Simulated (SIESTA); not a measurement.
Crystal: SiC (Moissanite).

```
Si C
1.0
     3.07600    0.00000    0.00000
    -1.53800    2.66389    0.00000
     0.00000    0.00000    5.04800
Si C
2 2
Direct
  0.66667 0.33333 0.50000
  0.33333 0.66667 0.00000
  0.66667 0.33333 0.88500
  0.33333 0.66667 0.38500
```

Base run:

```yaml
Program: SIESTA 5.4.2
Functional: PBE
Potentials_or_basis: PseudoDojo 0.4 standard (PBE files)
Basis: DZP (energy shift 0.002 Ry)
Grid_cutoff: 500 Ry
Energy_shift: 0.002 Ry
k_mesh: 10 × 10 × 5
Occupations: fermi-dirac, width 0.05 eV
Spin: no spin polarisation
```

Its results: band gap on the k mesh 2.45 eV, indirect (least direct gap 4.08 eV); pressure 7.0 GPa; largest force 0.844 eV/Å.

Question: The run is repeated on the same cell with these changes: functional from PBE to xPBE. What comes out?

Answer: Band gap on the k mesh 2.50 eV, indirect (least direct gap 4.12 eV); pressure 7.6 GPa; largest force 0.844 eV/Å.

Caveats: the mesh misses the band edges, which the band path finds closer together; the basis of atomic orbitals isn't converged, which shifts pressures, moduli and gaps; the potentials were made for another functional, which shifts forces and pressure (some runs).
